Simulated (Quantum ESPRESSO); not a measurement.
# Sb (Fm-3m) in Quantum ESPRESSO: notebook, part 2 of 2

Quantum ESPRESSO 7.5. Earlier steps stand in the parts before.

## 4. Single point, LDA, 25.60 Å³/atom

The input, pw.in:

```
&CONTROL
  calculation = 'scf'
  prefix = 'pwscf'
  outdir = './tmp'
  pseudo_dir = './pseudo'
  tprnfor = .true.
  tstress = .true.
  disk_io = 'nowf'
/
&SYSTEM
  ibrav = 0
  nat = 1
  ntyp = 1
  ecutwfc = 45
  ecutrho = 360
  nbnd = 13
  occupations = 'smearing'
  smearing = 'fd'
  degauss = 0.00367493
/
&ELECTRONS
  conv_thr = 2d-10
  electron_maxstep = 120
  mixing_beta = 0.5
/
ATOMIC_SPECIES
Sb   121.7600 sb_lda_v1.4.uspp.F.UPF
CELL_PARAMETERS angstrom
   0.0000000000    2.3391947752    2.3391947752
   2.3391947752    0.0000000000    2.3391947752
   2.3391947752    2.3391947752    0.0000000000
ATOMIC_POSITIONS crystal
Sb     0.0000000000    0.0000000000    0.0000000000
K_POINTS automatic
10 10 10 0 0 0
```

Command:

```
OMP_NUM_THREADS=1 mpirun -n 2 pw.x -nk 2 -in pw.in > pw.out
```

Run time: 4 s. Hardware: 2 MPI ranks of Intel Xeon 6975P-C (Granite Rapids), shared host; peak memory 0.18 GiB.

The run converged. Its results:

```yaml
Free_energy: -2510.8987 eV
Pressure: 0.1 GPa
Band_gap_on_the_k_mesh: none (metal or under the smearing width)
```

## 5. Single point, LDA, 26.13 Å³/atom

Changes to pw.in since step 4:

```diff
@@ -28,5 +28,5 @@
 CELL_PARAMETERS angstrom
-   0.0000000000    2.3391947752    2.3391947752
-   2.3391947752    0.0000000000    2.3391947752
-   2.3391947752    2.3391947752    0.0000000000
+   0.0000000000    2.3553276627    2.3553276627
+   2.3553276627    0.0000000000    2.3553276627
+   2.3553276627    2.3553276627    0.0000000000
 ATOMIC_POSITIONS crystal
```

Command:

```
OMP_NUM_THREADS=1 mpirun -n 2 pw.x -nk 2 -in pw.in > pw.out
```

Wall time 4.1 s (2 MPI ranks of Intel Xeon 6975P-C (Granite Rapids), shared host); peak memory 0.18 GiB.

The run converged. Its results:

```yaml
Free_energy: -2510.8977 eV
Pressure: -1.2 GPa
Band_gap_on_the_k_mesh: none (metal or under the smearing width)
```

## 6. Single point, LDA, 26.67 Å³/atom

Changes to pw.in since step 5:

```diff
@@ -28,5 +28,5 @@
 CELL_PARAMETERS angstrom
-   0.0000000000    2.3553276627    2.3553276627
-   2.3553276627    0.0000000000    2.3553276627
-   2.3553276627    2.3553276627    0.0000000000
+   0.0000000000    2.3712425216    2.3712425216
+   2.3712425216    0.0000000000    2.3712425216
+   2.3712425216    2.3712425216    0.0000000000
 ATOMIC_POSITIONS crystal
```

Potentials or basis: GBRV 1.5 LDA.

Command:

```
OMP_NUM_THREADS=1 mpirun -n 2 pw.x -nk 2 -in pw.in > pw.out
```

Wall time 4.2 s (2 MPI ranks of Intel Xeon 6975P-C (Granite Rapids), shared host); peak memory 0.18 GiB.

Results (log left out):

```
Free energy            : -2510.8926 eV
Pressure               : -2.4 GPa
Band gap on the k mesh : none (metal or under the smearing width)
```

## 7. Single point, LDA, 27.20 Å³/atom

Changes to pw.in since step 6:

```diff
@@ -28,5 +28,5 @@
 CELL_PARAMETERS angstrom
-   0.0000000000    2.3712425216    2.3712425216
-   2.3712425216    0.0000000000    2.3712425216
-   2.3712425216    2.3712425216    0.0000000000
+   0.0000000000    2.3869465721    2.3869465721
+   2.3869465721    0.0000000000    2.3869465721
+   2.3869465721    2.3869465721    0.0000000000
 ATOMIC_POSITIONS crystal
```

Command:

```
OMP_NUM_THREADS=1 mpirun -n 2 pw.x -nk 2 -in pw.in > pw.out
```

Run time: 4.1 s. Hardware: 2 MPI ranks of Intel Xeon 6975P-C (Granite Rapids), shared host; peak memory 0.18 GiB.

Results (log left out):

```yaml
Free_energy: -2510.8835 eV
Pressure: -3.6 GPa
Band_gap_on_the_k_mesh: none (metal or under the smearing width)
```

## 8. Single point, LDA, 27.73 Å³/atom

Changes to pw.in since step 7:

```diff
@@ -28,5 +28,5 @@
 CELL_PARAMETERS angstrom
-   0.0000000000    2.3869465721    2.3869465721
-   2.3869465721    0.0000000000    2.3869465721
-   2.3869465721    2.3869465721    0.0000000000
+   0.0000000000    2.4024466595    2.4024466595
+   2.4024466595    0.0000000000    2.4024466595
+   2.4024466595    2.4024466595    0.0000000000
 ATOMIC_POSITIONS crystal
```

Command:

```
OMP_NUM_THREADS=1 mpirun -n 2 pw.x -nk 2 -in pw.in > pw.out
```

It took 4.9 s on 2 MPI ranks of Intel Xeon 6975P-C (Granite Rapids), shared host; peak memory 0.18 GiB.

It converged, with:

```yaml
Free_energy: -2510.8708 eV
Pressure: -4.6 GPa
Band_gap_on_the_k_mesh: none (metal or under the smearing width)
```

## 9. Single point, LDA, 28.27 Å³/atom

Changes to pw.in since step 8:

```diff
@@ -28,5 +28,5 @@
 CELL_PARAMETERS angstrom
-   0.0000000000    2.4024466595    2.4024466595
-   2.4024466595    0.0000000000    2.4024466595
-   2.4024466595    2.4024466595    0.0000000000
+   0.0000000000    2.4177492801    2.4177492801
+   2.4177492801    0.0000000000    2.4177492801
+   2.4177492801    2.4177492801    0.0000000000
 ATOMIC_POSITIONS crystal
```

Potentials or basis: GBRV 1.5 LDA.

Command:

```
OMP_NUM_THREADS=1 mpirun -n 2 pw.x -nk 2 -in pw.in > pw.out
```

It took 4.5 s on 2 MPI ranks of Intel Xeon 6975P-C (Granite Rapids), shared host; peak memory 0.18 GiB.

It converged, with:

```yaml
Free_energy: -2510.8547 eV
Pressure: -5.5 GPa
Band_gap_on_the_k_mesh: none (metal or under the smearing width)
```

## 10. Equation of state, LDA

No new run: the results of the series are fitted here.

What came out:

```yaml
Equilibrium_volume: 25.76 Å³/atom
Bulk_modulus: 66 GPa
Pressure_derivative_of_the_bulk_modulus: 3.2
```

Energy against volume, from the lowest point:
```
volume (Å³/atom)  energy (meV/atom)
          25.066               3.82
          25.599               0.00
          26.133               0.97
          26.666               6.09
          27.199              15.25
          27.733              27.94
          28.266              44.00
```

## 11. For comparison

An earlier run on the cell as given: functional PBEsol; potentials or basis GBRV 1.5 PBEsol; cutoff 612 eV; density cutoff 4898 eV; k mesh 10 × 10 × 10; occupations fermi-dirac, width 0.05 eV; no spin polarisation.

* Pressure: -1.3 GPa
* Band gap on the k mesh: none (metal or under the smearing width)

## 12. Overview

| task | level | potentials or basis | form of the LDA correlation | gap on the mesh (eV) | pressure (GPa) |
| --- | --- | --- | --- | --- | --- |
| band structure | PBEsol | GBRV 1.5 PBEsol | - | none | -1.3 |
| equation of state | LDA | GBRV 1.5 LDA | PZ81 | - | - |
| single point | PBEsol | GBRV 1.5 PBEsol | - | none | -1.3 |

Alike in all rows: no spin polarisation; cell as given; k mesh 10 × 10 × 10; cutoff (eV) 612; smearing fermi-dirac 0.05 eV.

Caveats: spin-orbit coupling is left out, which moves the levels of the heavy elements (some runs).

Total energies depend on the potentials used, so only differences within one code and one set of settings carry meaning.
